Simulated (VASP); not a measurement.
# LiCl (Fm-3m) in VASP: relaxation of cell and atoms with PBE

Aim: the relaxation of cell and atoms of LiCl with PBE.

Everything below comes from runs of VASP 6.6.1. Logs are shortened: lines on timing, memory, paths and dates and some standing lists are left out, and cuts for length are marked.

## Step 1: The crystal as given

The structure is cubic, space group Fm-3m (No. 225). Conventional cell: a = 5.130 Å, b = 5.130 Å, c = 5.130 Å, α = 90.00°, β = 90.00°, γ = 90.00°. Li (site symmetry m-3m) has 6 Cl at 2.56 Å as nearest neighbours. Around Cl (site symmetry m-3m) lie 6 Li at 2.56 Å.

## Step 2: Relaxation of cell and atoms, PBE

INCAR

```
  PREC = Accurate
  ENCUT = 600
  EDIFF = 1E-7
  ISMEAR = 0
  SIGMA = 0.02
  LREAL = F
  LASPH = T
  NELM = 60
  ALGO = Normal
  ISIF = 3
  LWAVE = F
  LCHARG = F
  GGA = PE
  IBRION = 2
  NSW = 80
  EDIFFG = -0.004
```

KPOINTS

```
regular mesh
0
Gamma
  10 10 10
```

POSCAR

```
LiCl
1.0
    0.0000000000      2.5647700000      2.5647700000
    2.5647700000      0.0000000000      2.5647700000
    2.5647700000      2.5647700000      0.0000000000
Li Cl
1 1
Direct
    0.0000000000      0.0000000000      0.0000000000
    0.5000000000      0.5000000000      0.5000000000
```

Potentials or basis: VASP PAW PBE potentials, release 64 (Li_sv, Cl).

Run with:

```sh
$ cat potpaw_PBE.64/Li_sv/POTCAR potpaw_PBE.64/Cl/POTCAR > POTCAR
$ mpirun -np 1 vasp_std > vasp.out
```

OUTCAR:

```text
PREC = Accurate
   ENCUT = 600
   EDIFF = 1E-7
   ISMEAR = 0
   LREAL = F
   LASPH = T
   NELM = 60
   ISIF = 3
   GGA = PE
   IBRION = 2
   NSW = 80
   EDIFFG = -0.004

 ion  position               nearest neighbor table
   1  0.000  0.000  0.000-   2 2.56   2 2.56   2 2.56   2 2.56   2 2.56   2 2.56
   2  0.500  0.500  0.500-   1 2.56   1 2.56   1 2.56   1 2.56   1 2.56   1 2.56

  LATTYP: Found a face centered cubic cell.
 ALAT       =     5.1295400000

  Lattice vectors:

 A1 = (   0.0000000000,   2.5647700000,   2.5647700000)
 A2 = (   2.5647700000,   0.0000000000,   2.5647700000)
 A3 = (   2.5647700000,   2.5647700000,   0.0000000000)

Analysis of symmetry for initial positions (statically):
=====================================================================
 Subroutine PRICEL returns:
 Original cell was already a primitive cell.

 Routine SETGRP: Setting up the symmetry group for a
 face centered cubic supercell.

 Subroutine GETGRP returns: Found 48 space group operations
 (whereof 48 operations were pure point group operations)
 out of a pool of 48 trial point group operations.

The static configuration has the point symmetry O_h .

Analysis of symmetry for dynamics (positions and initial velocities):
=====================================================================
 Subroutine PRICEL returns:
 Original cell was already a primitive cell.

 Routine SETGRP: Setting up the symmetry group for a
 face centered cubic supercell.

 Subroutine GETGRP returns: Found 48 space group operations
 (whereof 48 operations were pure point group operations)
 out of a pool of 48 trial point group operations.

The dynamic configuration has the point symmetry O_h .

 Subroutine INISYM returns: Found 48 space group operations
 (whereof 48 operations are pure point group operations),
 and found     1 'primitive' translations

----------------------------------------------------------------------------------------

                                     Primitive cell

  volume of cell :      33.7423

  direct lattice vectors                    reciprocal lattice vectors
     0.000000000  2.564770000  2.564770000    -0.194949255  0.194949255  0.194949255
     2.564770000  0.000000000  2.564770000     0.194949255 -0.194949255  0.194949255
     2.564770000  2.564770000  0.000000000     0.194949255  0.194949255 -0.194949255

  length of vectors
     3.627132518  3.627132518  3.627132518     0.337662014  0.337662014  0.337662014

  position of ions in fractional coordinates (direct lattice)
     0.000000000  0.000000000  0.000000000
     0.500000000  0.500000000  0.500000000

  ion indices of the primitive-cell ions
   primitive index   ion index
                 1           1
                 2           2

----------------------------------------------------------------------------------------

 KPOINTS: regular mesh

Automatic generation of k-mesh.
 Grid dimensions read from file:
 generate k-points for:   10   10   10

 Generating k-lattice:

  Cartesian coordinates                     Fractional coordinates (reciprocal lattice)
    -0.019494925  0.019494925  0.019494925     0.100000000  0.000000000  0.000000000
     0.019494925 -0.019494925  0.019494925     0.000000000  0.100000000  0.000000000
     0.019494925  0.019494925 -0.019494925     0.000000000  0.000000000  0.100000000

  Length of vectors
     0.033766201  0.033766201  0.033766201

  Shift w.r.t. Gamma in fractional coordinates (k-lattice)
     0.000000000  0.000000000  0.000000000

 Subroutine IBZKPT returns following result:
 ===========================================

 Found     47 irreducible k-points:

 Following reciprocal coordinates:
            Coordinates               Weight
  0.000000  0.000000  0.000000      1.000000
  0.100000  0.000000  0.000000      8.000000
  0.200000  0.000000  0.000000      8.000000
  0.300000  0.000000  0.000000      8.000000
  0.400000  0.000000  0.000000      8.000000
  0.500000  0.000000  0.000000      4.000000
[... 16 lines left out ...]
  0.300000  0.300000  0.000000      6.000000
  0.400000  0.300000  0.000000     24.000000
 [... further k-points ...]
   k-points           NKPTS =     47   k-points in BZ     NKDIM =     47   number of bands    NBANDS=      9
   number of dos      NEDOS =    301   number of ions     NIONS =      2
   total plane-waves  NPLWV =  27000
   dimension x,y,z NGX =    30 NGY =   30 NGZ =   30
   dimension x,y,z NGXF=    60 NGYF=   60 NGZF=   60
   ions per type =               1   1
   NGX,Y,Z   is equivalent  to a cutoff of  13.75, 13.75, 13.75 a.u.
   NGXF,Y,Z  is equivalent  to a cutoff of  27.50, 27.50, 27.50 a.u.
 SYSTEM =  unknown system
   PREC   = accura    normal or accurate (medium, high low for compatibility)
   ISTART =      0    job   : 0-new  1-cont  2-samecut
   ICHARG =      2    charge: 1-file 2-atom 10-const
   ISPIN  =      1    spin polarized calculation?
   LNONCOLLINEAR =      F non collinear calculations
   LSORBIT =      F    spin-orbit coupling
   LASPH  =      T    aspherical Exc in radial PAW
   ENCUT  =  600.0 eV  44.10 Ry    6.64 a.u.   7.24  7.24  7.24*2*pi/ulx,y,z
   NELM   =     60;   NELMIN=  2; NELMDL= -5     # of ELM steps
   EDIFF  = 0.1E-06   stopping-criterion for ELM
   LREAL  =      F    real-space projection
   EDIFFG = -.4E-02   stopping-criterion for IOM
   NSW    =     80    number of steps for IOM
   IBRION =      2    ionic relax: 0-MD 1-quasi-New 2-CG
   NFREE  =      1    steps in history (QN), initial steepest desc. (CG)
   ISIF   =      3    stress and relaxation
   ISYM   =      2    0-nonsym 1-usesym 2-fastsym
   POTIM  = 0.5000    time-step for ionic-motion
   TEBEG  =    0.0;   TEEND  =   0.0 temperature during run
   PSTRESS=    0.0 pullay stress
   NELECT =      10.0000    total number of electrons
   NUPDOWN=      -1.0000    fix difference up-down
   EMIN   =  10.00;   EMAX   =-10.00  energy-range for DOS
   EFERMI =   0.00;   METHOD = LEGACY
   ISMEAR =     0;   SIGMA  =   0.02  broadening in eV -4-tet -1-fermi 0-gaus
   EFERMI_NEDOS =   21; number of points for ismear=-14 and -15
   IALGO  =     38    algorithm
   IMIX   =      4    mixing-type and parameters
     AMIX     =   0.40;   BMIX     =  1.00
     AMIX_MAG =   1.60;   BMIX_MAG =  1.00
  volume/ion in A,a.u.               =      16.87       113.85
  Fermi-wavevector in a.u.,A,eV,Ry     =   1.091482  2.062601 16.209056  1.191332
  Thomas-Fermi vector in A             =   2.227728
   LORBIT       =      0    0 simple, 1 ext, 2 COOP (PROOUT), +10 PAW based schemes
   GGA     = PE    functional components
   LHFCALC =     F    Hartree Fock is set to
   AEXX    =    0.0000 exact exchange contribution
   IVDW    =     0    specifies the selected vdW correction
   LEPSILON=     F    determine dielectric tensor
   LRPA    =     F    only Hartree local field effects (RPA)
 conjugate gradient relaxation of ions
 non-spin polarized calculation
 Gauss-broadening in eV      SIGMA  =   0.02
  energy-cutoff  :      600.00
  volume of cell :       33.74
 maximum number of plane-waves:      1158
 NGX is ok and might be reduce to    30
   NGX = 15   NGY = 15   NGZ = 15

--------------------------------------- Ionic step        1  -------------------------------------------

 number of electron      10.0000004 magnetization

 Free energy of the ion-electron system (eV)
  ---------------------------------------------------
  ext. energy  EPLUGINS =         0.00000000
  ---------------------------------------------------
  free energy    TOTEN  =        -7.38547143 eV

  energy without entropy =       -7.38547143  energy(sigma->0) =       -7.38547143

 E-fermi :   0.7248     XC(G=0):  -8.7306

 val. band max:        0.5795233113   @ k =  -0.1000   0.1000   0.0000
 cond. band min:       6.9192868326   @ k =   0.0000   0.0000   0.0000
 fundamental gap:      6.3397635213
 Fermi energy:         0.7248001890

 k-point     1 :       0.0000    0.0000    0.0000
  band No.  band energies     occupation
      1     -42.9413      2.00000
      2     -12.8169      2.00000
      3       0.5792      2.00000
      4       0.5792      2.00000
      5       0.5792      2.00000
      6       6.9193      0.00000
      7      12.5178      0.00000
      8      12.5178      0.00000
      9      12.5178      0.00000

 k-point     2 :       0.1000    0.0000    0.0000
  band No.  band energies     occupation
      1     -42.9410      2.00000
      2     -12.7679      2.00000
      3       0.2282      2.00000
      4       0.5523      2.00000
      5       0.5523      2.00000
      6       7.2378      0.00000
      7      11.9297      0.00000
      8      12.5191      0.00000
      9      12.5191      0.00000

 k-point     3 :       0.2000    0.0000    0.0000
  band No.  band energies     occupation
      1     -42.9403      2.00000
      2     -12.6349      2.00000
      3      -0.5664      2.00000
      4       0.4845      2.00000
      5       0.4845      2.00000
      6       7.7381      0.00000
      7      11.4240      0.00000
      8      11.7547      0.00000
      9      11.7547      0.00000
[... 301 lines left out ...]
 VOLUME and BASIS-vectors are now :
 -----------------------------------------------------------------------------
  energy-cutoff  :      600.00
  volume of cell :       33.89
      direct lattice vectors                 reciprocal lattice vectors
     0.000000000  2.568573604  2.568573604    -0.194660569  0.194660569  0.194660569
     2.568573604 -0.000000000  2.568573604     0.194660569 -0.194660569  0.194660569
     2.568573604  2.568573604  0.000000000     0.194660569  0.194660569 -0.194660569

 POSITION                                       TOTAL-FORCE (eV/Angst)
 -----------------------------------------------------------------------------------
      0.00000      0.00000      0.00000        -0.000000      0.000000     -0.000000
      2.56857      2.56857      2.56857         0.000000     -0.000000      0.000000
 -----------------------------------------------------------------------------------
    total drift:                               -0.000000     -0.000000      0.000000

  FREE ENERGIE OF THE ION-ELECTRON SYSTEM (eV)
  ---------------------------------------------------
  free  energy   TOTEN  =        -7.3856776831 eV

  energy  without entropy=       -7.3856776831  energy(sigma->0) =       -7.38567768

--------------------------------------- Ionic step        3  -------------------------------------------

 number of electron      10.0000006 magnetization

 Free energy of the ion-electron system (eV)
  ---------------------------------------------------
  ext. energy  EPLUGINS =         0.00000000
  ---------------------------------------------------
  free energy    TOTEN  =        -7.38574836 eV

  energy without entropy =       -7.38574836  energy(sigma->0) =       -7.38574836

 E-fermi :   0.6050     XC(G=0):  -8.6929

 val. band max:        0.5143391810   @ k =  -0.1000   0.1000   0.0000
 cond. band min:       6.8044557984   @ k =   0.0000   0.0000   0.0000
 fundamental gap:      6.2901166174
 Fermi energy:         0.6049644854

 k-point     1 :       0.0000    0.0000    0.0000
  band No.  band energies     occupation
      1     -43.0222      2.00000
      2     -12.8516      2.00000
      3       0.5141      2.00000
      4       0.5141      2.00000
      5       0.5141      2.00000
      6       6.8045      0.00000
      7      12.4452      0.00000
      8      12.4452      0.00000
      9      12.4452      0.00000

 k-point     2 :       0.1000    0.0000    0.0000
  band No.  band energies     occupation
      1     -43.0220      2.00000
      2     -12.8036      2.00000
      3       0.1672      2.00000
      4       0.4876      2.00000
      5       0.4876      2.00000
      6       7.1223      0.00000
      7      11.8542      0.00000
      8      12.4426      0.00000
      9      12.4426      0.00000

 k-point     3 :       0.2000    0.0000    0.0000
  band No.  band energies     occupation
      1     -43.0213      2.00000
      2     -12.6731      2.00000
      3      -0.6178      2.00000
      4       0.4209      2.00000
      5       0.4209      2.00000
      6       7.6299      0.00000
      7      11.3348      0.00000
      8      11.6752      0.00000
      9      11.6752      0.00000
[... 265 lines left out ...]
 VOLUME and BASIS-vectors are now :
 -----------------------------------------------------------------------------
  energy-cutoff  :      600.00
  volume of cell :       34.04
      direct lattice vectors                 reciprocal lattice vectors
     0.000000000  2.572245335  2.572245335    -0.194382703  0.194382703  0.194382703
     2.572245335 -0.000000000  2.572245335     0.194382703 -0.194382703  0.194382703
     2.572245335  2.572245335  0.000000000     0.194382703  0.194382703 -0.194382703

 POSITION                                       TOTAL-FORCE (eV/Angst)
 -----------------------------------------------------------------------------------
      0.00000      0.00000      0.00000        -0.000000     -0.000000     -0.000000
      2.57225      2.57225      2.57225         0.000000      0.000000      0.000000
 -----------------------------------------------------------------------------------
    total drift:                               -0.000000     -0.000000      0.000000

  FREE ENERGIE OF THE ION-ELECTRON SYSTEM (eV)
  ---------------------------------------------------
  free  energy   TOTEN  =        -7.3857483640 eV

  energy  without entropy=       -7.3857483640  energy(sigma->0) =       -7.38574836

 reached required accuracy - stopping structural energy minimisation
```

It took 22 s on 1 thread of Intel Xeon Platinum 8488C (Sapphire Rapids), shared host; peak memory 0.16 GiB.

What came out:

```yaml
Free_energy: -7.3857 eV
Relaxed_volume: 17.02 Å³/atom
Relaxed_cell: a = 3.638 Å, b = 3.638 Å, c = 3.638 Å, α = 60.00°, β = 60.00°, γ = 60.00°
Space_group_after_relaxing_to_0.05_Å: Fm-3m (No. 225)
Energy_gained_by_relaxing: 0.1 meV/atom
Ionic_steps: 3
Pressure_after_relaxing: 0.0 GPa
Band_gap_on_the_k_mesh: 6.29 eV, direct
```

The path:
```tsv
step	energy change (eV)	largest force (eV/Å)	pressure (GPa)	volume (Å³)
1	0.0000	0.0000	0.29	33.74
2	-0.0002	0.0000	0.15	33.89
3	-0.0003	0.0000	0.01	34.04
```

Final structure:
```xyz
2
Lattice="0.0000 2.5722 2.5722 2.5722 0.0000 2.5722 2.5722 2.5722 0.0000" Properties=species:S:1:pos:R:3 pbc="T T T"
Li    0.0000    0.0000    0.0000
Cl    2.5722    2.5722    2.5722
```

Caveat: the cutoff is under 1.25 times the usual one of these potentials, so pressure, stress and relaxed cells hold a basis-set (Pulay) error. Zero-point motion and thermal expansion aren't in these numbers.
